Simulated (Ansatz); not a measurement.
This cell of InN (wurtzite) is off equilibrium:

```
CELL_PARAMETERS angstrom
      3.58053     0.00000     0.00000
     -1.79026     3.10083     0.00000
      0.00000     0.00000     5.78779
ATOMIC_POSITIONS crystal
  In 0.66667 0.33333 0.50197
  In 0.33333 0.66667 0.00197
  N  0.66667 0.33333 0.12323
  N  0.34705 0.48929 0.62323
```

Level of theory: PBE (plane waves to 420 eV, PAW, scalar-relativistic; Ansatz, a first-principles code). k mesh 9×9×5 (Γ-centred), Fermi-Dirac smearing 0.05 eV. E stands for the smeared free energy. Stress and pressure are positive under compression. With partly filled bands, energies and forces of such displacements shift with the k mesh and the smearing. At this level the bands of InN touch or barely overlap; measurements give the solid a gap. InN was relaxed with its symmetry unable to fall.

Task: What forces act on the atoms (eV/Å, Cartesian)?

Result: 
```
atom       Fx      Fy      Fz
----  -------  ------  ------
In1    13.915  -4.674  -6.082
In2     0.237  -0.329  -0.544
N3      0.356  -0.210  -0.126
N4    -14.508   5.214   6.751
```

Task: What is the stress tensor (GPa)?

Result: 
```
   42.9    -15.8    -23.5
  -15.8      1.9      6.7
  -23.5      6.7      9.2
```
The pressure, a third of the trace, is 18.0 GPa.

Task: In it atom 4 sits (0.367, -0.550, 0.000) Å away from its relaxed site. What is its energy relative to the relaxed cell?

Result: 3151 meV/cell.

(For displaced atoms, the force is minus the slope of the energy, and its curvature is a force constant, which sets phonon frequencies.)
